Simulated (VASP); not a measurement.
# PtSe2 (R-3m) in VASP: further runs

One crystal, PtSe2, is run at these levels: PBE, r2SCAN; tasks: single point.

Program: VASP 6.6.1. These are calculated values, not measurements. Logs are shortened: lines on timing, memory, paths and dates and some standing lists are left out, and cuts for length are marked.

## Step 1: The cell of the first run

Symmetry: R-3m, No. 166, trigonal system. The conventional cell has a = 3.614 Å, b = 3.614 Å, c = 17.636 Å, α = 90.00°, β = 90.00°, γ = 120.00°. Pt (site symmetry -3m) is surrounded by 6 Se at 2.49 Å. Around Se (site symmetry 3m) lie 3 Pt at 2.49 Å.

The cell was built by a generator and needn't be a form met in nature.

## Step 2: Single point, PBE (epitaxial_xy strain -2.1%)

Input file INCAR:

```
PREC = Accurate
ENCUT = 520
EDIFF = 1E-7
ISMEAR = -1
SIGMA = 0.02
LREAL = False
LASPH = True
NELM = 100
ALGO = Normal
ISIF = 2
LWAVE = False
LCHARG = False
GGA = PE
NBANDS = 18
```

Input file KPOINTS:

```
Automatic mesh
0
Gamma
  8 8 8
```

Input file POSCAR:

```
PtSe2
1.0
    1.8071265266      1.0433449866      5.8786684133
   -1.8071265266      1.0433449866      5.8786684133
    0.0000000000     -2.0866899731      5.8786684133
Pt Se
1 2
Direct
    0.0000000000      0.0000000000      0.0000000000
    0.2559029290      0.2559029290      0.2559029290
    0.7440970710      0.7440970710      0.7440970710
```

Potentials or basis: VASP PAW PBE potentials, release 64 (Pt, Se).

Started as:

```
> cat potpaw_PBE.64/Pt/POTCAR potpaw_PBE.64/Se/POTCAR > POTCAR
> mpirun -np 1 vasp_std > vasp.out
```

OUTCAR:

```text
PREC = Accurate
   ENCUT = 520
   EDIFF = 1E-7
   ISMEAR = -1
   LREAL = False
   LASPH = True
   NELM = 100
   ISIF = 2
   GGA = PE

 ion  position               nearest neighbor table
   1  0.000  0.000  0.000-   3 2.49   2 2.49   3 2.49   3 2.49   2 2.49   2 2.49
   2  0.256  0.256  0.256-   1 2.49   1 2.49   1 2.49
   3  0.744  0.744  0.744-   1 2.49   1 2.49   1 2.49

  LATTYP: Found a trigonal (rhomboedric) cell.
 ALAT       =     6.2380299260
 COS(alpha) =     0.8321535309

  Lattice vectors:

 A1 = (   1.8071265266,   1.0433449866,   5.8786684133)
 A2 = (  -1.8071265266,   1.0433449866,   5.8786684133)
 A3 = (   0.0000000000,  -2.0866899731,   5.8786684133)

Analysis of symmetry for initial positions (statically):
=====================================================================
 Subroutine PRICEL returns:
 Original cell was already a primitive cell.

 Routine SETGRP: Setting up the symmetry group for a
 trigonal (rhombohedral) supercell.

 Subroutine GETGRP returns: Found 12 space group operations
 (whereof 12 operations were pure point group operations)
 out of a pool of 12 trial point group operations.

The static configuration has the point symmetry D_3d.

Analysis of symmetry for dynamics (positions and initial velocities):
=====================================================================
 Subroutine PRICEL returns:
 Original cell was already a primitive cell.

 Routine SETGRP: Setting up the symmetry group for a
 trigonal (rhombohedral) supercell.

 Subroutine GETGRP returns: Found 12 space group operations
 (whereof 12 operations were pure point group operations)
 out of a pool of 12 trial point group operations.

The dynamic configuration has the point symmetry D_3d.

 Subroutine INISYM returns: Found 12 space group operations
 (whereof 12 operations are pure point group operations),
 and found     1 'primitive' translations

----------------------------------------------------------------------------------------

                                     Primitive cell

  volume of cell :      66.5038

  direct lattice vectors                    reciprocal lattice vectors
     1.807126527  1.043344987  5.878668413     0.276682342  0.159742625  0.056702183
    -1.807126527  1.043344987  5.878668413    -0.276682342  0.159742625  0.056702183
     0.000000000 -2.086689973  5.878668413     0.000000000 -0.319485249  0.056702183

  length of vectors
[... 84 lines left out ...]
   EDIFF  = 0.1E-06   stopping-criterion for ELM
   LREAL  =      F    real-space projection
   EDIFFG = 0.1E-05   stopping-criterion for IOM
   NSW    =      0    number of steps for IOM
   IBRION =     -1    ionic relax: 0-MD 1-quasi-New 2-CG
   NFREE  =      0    steps in history (QN), initial steepest desc. (CG)
   ISIF   =      2    stress and relaxation
   ISYM   =      2    0-nonsym 1-usesym 2-fastsym
   POTIM  = 0.5000    time-step for ionic-motion
   TEBEG  =    0.0;   TEEND  =   0.0 temperature during run
   PSTRESS=    0.0 pullay stress
   NELECT =      22.0000    total number of electrons
   NUPDOWN=      -1.0000    fix difference up-down
   EMIN   =  10.00;   EMAX   =-10.00  energy-range for DOS
   EFERMI =   0.00;   METHOD = LEGACY
   ISMEAR =    -1;   SIGMA  =   0.02  broadening in eV -4-tet -1-fermi 0-gaus
   EFERMI_NEDOS =   21; number of points for ismear=-14 and -15
   IALGO  =     38    algorithm
   IMIX   =      4    mixing-type and parameters
     AMIX     =   0.40;   BMIX     =  1.00
     AMIX_MAG =   1.60;   BMIX_MAG =  1.00
  volume/ion in A,a.u.               =      22.17       149.60
  Fermi-wavevector in a.u.,A,eV,Ry     =   1.132227  2.139599 17.441824  1.281938
  Thomas-Fermi vector in A             =   2.268928
   LORBIT       =      0    0 simple, 1 ext, 2 COOP (PROOUT), +10 PAW based schemes
   GGA     = PE    functional components
   LHFCALC =     F    Hartree Fock is set to
   AEXX    =    0.0000 exact exchange contribution
   IVDW    =     0    specifies the selected vdW correction
   LEPSILON=     F    determine dielectric tensor
   LRPA    =     F    only Hartree local field effects (RPA)
 non-spin polarized calculation
  energy-cutoff  :      520.00
  volume of cell :       66.50
 maximum number of plane-waves:      1809
 NGX is ok and might be reduce to    48
   NGX = 23   NGY = 23   NGZ = 23

 number of electron      21.9999999 magnetization

 Free energy of the ion-electron system (eV)
  ---------------------------------------------------
  ext. energy  EPLUGINS =         0.00000000
  ---------------------------------------------------
  free energy    TOTEN  =       -14.16901055 eV

  energy without entropy =      -14.16901042  energy(sigma->0) =      -14.16901048

 E-fermi :   5.2154     XC(G=0): -10.0453

 val. band max:        4.9746763725   @ k =   0.0000   0.0000   0.0000
 cond. band min:       5.4450235093   @ k =  -0.2500   0.2500   0.0000
 fundamental gap:      0.4703471367
 Fermi energy:         5.2153975884

 k-point     1 :       0.0000    0.0000    0.0000
  band No.  band energies     occupation
      1      -9.8363      2.00000
      2      -7.8150      2.00000
      3      -1.4356      2.00000
      4      -0.6286      2.00000
      5      -0.6286      2.00000
      6       1.5368      2.00000
[... 481 lines left out ...]
      5      -0.1146      2.00000
      6       0.3071      2.00000
[... 10 lines left out ...]
     17      14.4279      0.00000
     18      14.7809      0.00000

 [... further k-points ...]

------------------------ aborting loop because EDIFF is reached ----------------------------------------

  FORCE on cell =-STRESS in cart. coord.  units (eV):
  Direction    XX          YY          ZZ          XY          YZ          ZX
  --------------------------------------------------------------------------------------
  -------------------------------------------------------------------------------------
  Total        3.2820700      3.2820700      1.2180142     -0.0000000      0.0000000     -0.0000000
  in kB       79.0699942     79.0699942     29.3437913     -0.0000000      0.0000000     -0.0000000
  external PRESSURE =      62.4945932 kB  Pullay stress =       0.0000000 kB

 VOLUME and BASIS-vectors are now :
 -----------------------------------------------------------------------------
  energy-cutoff  :      520.00
  volume of cell :       66.50
      direct lattice vectors                 reciprocal lattice vectors
     1.807126527  1.043344987  5.878668413     0.276682342  0.159742625  0.056702183
    -1.807126527  1.043344987  5.878668413    -0.276682342  0.159742625  0.056702183
     0.000000000 -2.086689973  5.878668413     0.000000000 -0.319485249  0.056702183

 POSITION                                       TOTAL-FORCE (eV/Angst)
 -----------------------------------------------------------------------------------
      0.00000      0.00000      0.00000         0.000000      0.000000      0.000000
      0.00000      0.00000      4.51311         0.000000     -0.000000     -0.175405
      0.00000      0.00000     13.12290         0.000000      0.000000      0.175405
 -----------------------------------------------------------------------------------
    total drift:                               -0.000000     -0.000000     -0.000000

  FREE ENERGIE OF THE ION-ELECTRON SYSTEM (eV)
  ---------------------------------------------------
  free  energy   TOTEN  =       -14.1690105490 eV

  energy  without entropy=      -14.1690104210  energy(sigma->0) =      -14.16901048
```

OSZICAR:

```text
N       E                     dE             d eps       ncg     rms          rms(c)
DAV:   1     0.113391310769E+03    0.11339E+03   -0.98993E+03  2364   0.106E+03
DAV:   2    -0.966201885708E+01   -0.12305E+03   -0.11851E+03  2924   0.207E+02
DAV:   3    -0.149596161975E+02   -0.52976E+01   -0.52642E+01  2882   0.442E+01
DAV:   4    -0.150017510579E+02   -0.42135E-01   -0.42120E-01  2876   0.427E+00
DAV:   5    -0.150022780778E+02   -0.52702E-03   -0.52700E-03  2906   0.456E-01    0.133E+01
DAV:   6    -0.143596993764E+02    0.64258E+00   -0.35786E+00  2436   0.186E+01    0.734E+00
DAV:   7    -0.141905388303E+02    0.16916E+00   -0.73766E-01  2410   0.859E+00    0.389E+00
DAV:   8    -0.141708678452E+02    0.19671E-01   -0.44300E-02  2758   0.165E+00    0.743E-01
DAV:   9    -0.141687565045E+02    0.21113E-02   -0.76434E-03  2530   0.866E-01    0.169E-01
DAV:  10    -0.141690038280E+02   -0.24732E-03   -0.13627E-03  2744   0.250E-01    0.580E-02
DAV:  11    -0.141690010779E+02    0.27501E-05   -0.69503E-05  2990   0.684E-02    0.320E-02
DAV:  12    -0.141690092041E+02   -0.81262E-05   -0.16333E-05  2560   0.269E-02    0.470E-03
DAV:  13    -0.141690101201E+02   -0.91592E-06   -0.21862E-06  3048   0.104E-02    0.183E-03
DAV:  14    -0.141690104542E+02   -0.33418E-06   -0.39542E-07  2586   0.372E-03    0.118E-03
DAV:  15    -0.141690105490E+02   -0.94719E-07   -0.21229E-08  2270   0.103E-03
   1 F= -.14169011E+02 E0= -.14169010E+02  d E =-.127956E-06
```

It took 4.8 min on 1 thread of Intel Xeon Platinum 8375C at 2.90GHz (Ice Lake), shared host; peak memory 0.34 GiB.

What came out:

| Item | Value |
| --- | --- |
| Free energy | -14.1690 eV |
| Pressure | 6.2 GPa |
| Largest force | 0.175 eV/Å |
| Band gap on the k mesh | 0.47 eV, indirect (least direct gap 0.83 eV) |

Forces on the atoms (eV/Å):
```
Pt   0.000  0.000  0.000
Se   0.000  0.000 -0.175
Se   0.000  0.000  0.175
```

Stress tensor (GPa, compression positive):
```
7.91 0.00 0.00
0.00 7.91 0.00
0.00 0.00 2.93
```

Levels at points of the mesh, in eV from the valence-band top:
```tsv
k point	band 9	band 10	band 11	band 12	band 13	band 14
(0.00, 0.00, 0.00)	-0.24	-0.24	0.00	2.53	2.53	4.63
(0.50, 0.00, 0.00)	-2.39	-2.33	-2.01	1.61	2.03	5.19
(0.50, 0.50, 0.00)	-2.37	-2.24	-1.83	2.56	2.68	3.44
(0.50, 0.50, 0.50)	-1.57	-0.40	-0.40	2.71	2.71	5.36
```

Caveat: spin-orbit coupling is left out, which moves the levels of the heavy elements. A k mesh can miss the band edges.

## Step 3: Single point, r2SCAN (epitaxial_xy strain -2.1%)

POSCAR is that of step 2.

Input file INCAR.step1:

```
  PREC = Accurate
  ENCUT = 520
  ISMEAR = 0
  SIGMA = 0.01
  LREAL = F
  LASPH = T
  NELM = 100
  NBANDS = 18
  GGA = PE
  ALGO = Normal
  EDIFF = 1E-4
  LWAVE = T
  LCHARG = F
```

Input file INCAR.step2:

```
  PREC = Accurate
  ENCUT = 520
  EDIFF = 1E-6
  ISMEAR = 0
  SIGMA = 0.01
  LREAL = F
  LASPH = T
  NELM = 100
  ALGO = Normal
  ISIF = 2
  LWAVE = F
  LCHARG = F
  METAGGA = R2SCAN
  LMIXTAU = T
  NBANDS = 18
  ISTART = 1
```

Input file KPOINTS:

```
regular mesh
0
Gamma
  8 8 8
```

Potentials or basis: VASP PAW PBE potentials, release 64 (Pt, Se).

Started as:

```
> cat potpaw_PBE.64/Pt/POTCAR potpaw_PBE.64/Se/POTCAR > POTCAR
> cp INCAR.step1 INCAR
> mpirun -np 1 vasp_std > vasp.out
> cp INCAR.step2 INCAR
> mpirun -np 1 vasp_std > vasp.out
```

Wall time 17 min (1 thread of Intel Xeon Platinum 8375C at 2.90GHz (Ice Lake), shared host); peak memory 0.4 GiB.

Results (log left out):

- Free energy: -81.4326 eV
- Pressure: 4.0 GPa
- Largest force: 0.010 eV/Å
- Band gap on the k mesh: 0.62 eV, indirect (least direct gap 1.07 eV)

Forces in eV/Å, atoms in the order of the input:
```
Pt   0.000  0.000  0.000
Se   0.000  0.000  0.010
Se   0.000  0.000 -0.010
```

Stress tensor (GPa, compression positive):
```
5.34 0.00 0.00
0.00 5.34 0.00
0.00 0.00 1.25
```

Levels at points of the mesh, in eV from the valence-band top:
```csv
k point,band 7,band 8,band 9,band 10,band 11,band 12,band 13,band 14,band 15,band 16
"(0.00, 0.00, 0.00)",-3.59,-2.27,-0.26,-0.26,0.00,2.68,2.68,5.31,5.56,8.53
"(0.50, 0.00, 0.00)",-2.98,-2.91,-2.46,-2.44,-2.09,1.81,2.18,5.57,6.30,8.50
"(0.50, 0.50, 0.00)",-3.07,-2.91,-2.51,-2.32,-1.89,2.72,2.86,3.79,5.91,8.55
"(0.50, 0.50, 0.50)",-3.59,-2.33,-1.59,-0.43,-0.43,2.86,2.86,5.94,7.23,8.98
```

Caveat: the PAW data sets were made with another functional, which shifts forces and pressure a little; spin-orbit coupling is left out, which moves the levels of the heavy elements.
